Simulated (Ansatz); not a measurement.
The system is HgTe.

```
CELL_PARAMETERS angstrom
-3.04560 3.04560 1.55941
3.04560 -3.04560 1.55941
3.04560 3.04560 -1.55941
ATOMIC_POSITIONS crystal
Hg 0.75000 0.25000 0.50000
Te 0.00000 0.00000 0.00000
```

Measurements of this composition are mostly on another form, of space group No. 216.

Program: Ansatz 0.2.0. Alike in all runs: potentials or basis Ansatz PAW; no spin polarisation; cell as given; smearing fermi-dirac 0.05 eV. Hardware: 2 threads of AMD EPYC 7R13 Processor (Zen 3), on a shared host.

Q: Order these runs on this cell by their wall time, lowest first.
A. task single point; level r2SCAN0; k mesh 5 × 5 × 5; cutoff (eV) 500; mesh quality coarse
B. task band structure; level PBEsol; k mesh 10 × 10 × 10; cutoff (eV) 420; points for each segment of the path 14; mesh quality not flagged
C. task band structure; level HSE06; k mesh 6 × 6 × 6; cutoff (eV) 420; points for each segment of the path 4; mesh quality coarse

A: B (11 s), A (32 s), C (66 s).

Caveats: some runs use coarse meshes.

Not every run made on this cell is shown here.
